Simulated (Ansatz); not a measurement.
Ge under changes of volume

One of the cells (19.014 Å³/atom); the others are scaled copies at fixed shape and fractional positions:

```
CELL_PARAMETERS angstrom
-2.49590 2.65086 1.43695
2.49590 -2.65086 1.43695
2.49590 2.65086 -1.43695
ATOMIC_POSITIONS crystal
Ge 0.31406 0.06406 0.25000
Ge 0.68594 0.93594 0.75000
```

This isn't the form of Ge at room conditions, which is diamond.

| Property | Result |
| --- | --- |
| Program | Ansatz 0.2.0 |
| Functional | LDA |
| Potentials or basis | Ansatz PAW |
| Cutoff | 420 eV (not typed: the program's choice for these potentials) |
| k mesh | 11 × 11 × 11 |
| Occupations | fermi-dirac, width 0.05 eV |
| Spin | no spin polarisation |

```csv
volume (Å³/atom),energy over the lowest point (meV/atom),pressure (GPa),largest force (eV/Å)
17.874,0.00,0.3,0.062
18.254,1.30,-1.4,0.065
18.634,6.45,-2.9,0.067
19.014,15.00,-4.2,0.069
19.395,?,?,?
19.775,40.62,-6.4,0.068
20.155,57.05,-7.4,0.066
```

Problem. What does the run at 19.395 Å³/atom give?

Solution. Energy over the lowest point 26.51 meV/atom; pressure -5.4 GPa; largest force 0.069 eV/Å.

Worked out: A Birch-Murnaghan fit of order 3 (a polynomial in V^(-2/3)) to the other rows has its minimum at 17.94 Å³/atom with B0 = V·E''(V) = 85 GPa and B' = 5.0 at fixed shape and positions, which overstates the stiffness. It gives 26.52 meV/atom at 19.395 Å³/atom, against the run's 26.51, and -dE/dV = -5.4 GPa, against -5.4.

Energies are extrapolated to zero smearing.

Caveats: the PAW data sets come from PBE, with cores solved anew for the run's functional, which leaves a small shift of forces and pressure.
